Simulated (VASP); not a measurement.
Te2Mo, 6 atoms in the cell. The cell holds a slab with vacuum, 6 atoms: a = 3.499 Å, b = 3.499 Å, c = 28.592 Å, α = 90.00°, β = 90.00°, γ = 120.00°. 

* Program: VASP 6.6.1
* Task: band structure
* Functional: PBE
* Dispersion: D3(BJ)
* Potentials or basis: VASP PAW PBE potentials, release 64 (Te, Mo_sv)
* Cutoff: 520 eV
* k mesh: 12 × 12 × 1
* Occupations: gaussian, width 0.03 eV
* Spin: spin-orbit coupling, no magnetisation
* Dipole correction: yes
* Further INCAR settings: ALGO = Normal; EDIFF = 1e-06; NBANDS = 70

Potentials or basis: VASP PAW PBE potentials, release 64 (Te, Mo_sv).

Launch:

```console
$ cat potpaw_PBE.64/Te/POTCAR potpaw_PBE.64/Mo_sv/POTCAR > POTCAR
$ mpirun -np 4 vasp_ncl > vasp.out
```

Hardware: 4 MPI ranks on Intel(R) Xeon(R) Platinum 8488C (Sapphire Rapids), with other jobs on the host.

Estimate the wall time of this run.

Wall time 22 min on 4 MPI ranks on Intel(R) Xeon(R) Platinum 8488C (Sapphire Rapids), on a shared host, peak memory 1.6 GiB a rank. Counts: scf iterations 66, k points 19.
